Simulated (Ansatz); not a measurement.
**Ga: from a trial structure to a relaxed crystal**

Method: DFT r2SCAN, scalar-relativistic, plane waves, PAW (Ansatz). Cutoff 500 eV, Γ-centred k mesh, Gaussian smearing, no spin polarisation in the final step.

Ga was placed on the beta-tungsten (A15) structure type (Pm-3n, No. 223), at a guessed volume.

```
CELL_PARAMETERS angstrom
5.37717 0.00000 0.00000
0.00000 5.37717 0.00000
0.00000 0.00000 5.37717
ATOMIC_POSITIONS crystal
Ga 0.50000 0.50000 0.50000
Ga 0.00000 0.00000 0.00000
Ga 0.25000 0.00000 0.50000
Ga 0.50000 0.25000 0.00000
Ga 0.50000 0.75000 0.00000
Ga 0.75000 0.00000 0.50000
Ga 0.00000 0.50000 0.75000
Ga 0.00000 0.50000 0.25000
```

Cell and atoms relax at zero pressure; the relaxation can't lower the symmetry of the start.

Energies count from the standard state of Ga at the same level.

Question: Which crystal results?

Answer: It keeps Pm-3n (No. 223). The result has the beta-tungsten (A15) structure. Conventional cell: a = 5.276 Å. Ga on Wyckoff site a (2 atoms of the primitive cell) is coordinated by 12 Ga at 2.95 Å; around Ga on Wyckoff site c (6 atoms of the primitive cell) lie 2 Ga at 2.64 Å, 4 Ga at 2.95 Å and 8 Ga at 3.23 Å.

```cif
data_structure
_symmetry_space_group_name_H-M 'Pm-3n'
_symmetry_Int_Tables_number 223
_cell_length_a 5.2756
_cell_length_b 5.2756
_cell_length_c 5.2756
_cell_angle_alpha 90.000
_cell_angle_beta 90.000
_cell_angle_gamma 90.000
_cell_volume 146.83
loop_
_atom_site_label
_atom_site_type_symbol
_atom_site_symmetry_multiplicity
_atom_site_Wyckoff_symbol
_atom_site_fract_x
_atom_site_fract_y
_atom_site_fract_z
_atom_site_occupancy
Ga1 Ga 2 a 0.50000 0.50000 0.50000 1
Ga2 Ga 6 c 0.25000 0.00000 0.50000 1
```

Question: What are its volume, energy, density and gap?

Answer: The volume per atom is 18.35 Å³, the density is 6.31 g/cm³ and the energy over the standard structure is 0.19 eV/atom. The gap on the 8×8×8 mesh is 0 eV (a metal).

The final run used a 8×8×8 mesh on its 8-atom cell and 0.10 eV smearing. For metals, differences of a few meV/atom aren't resolved. A structure relaxed within its symmetry needn't be a true minimum. The steps took roughly 5 core-minutes in all.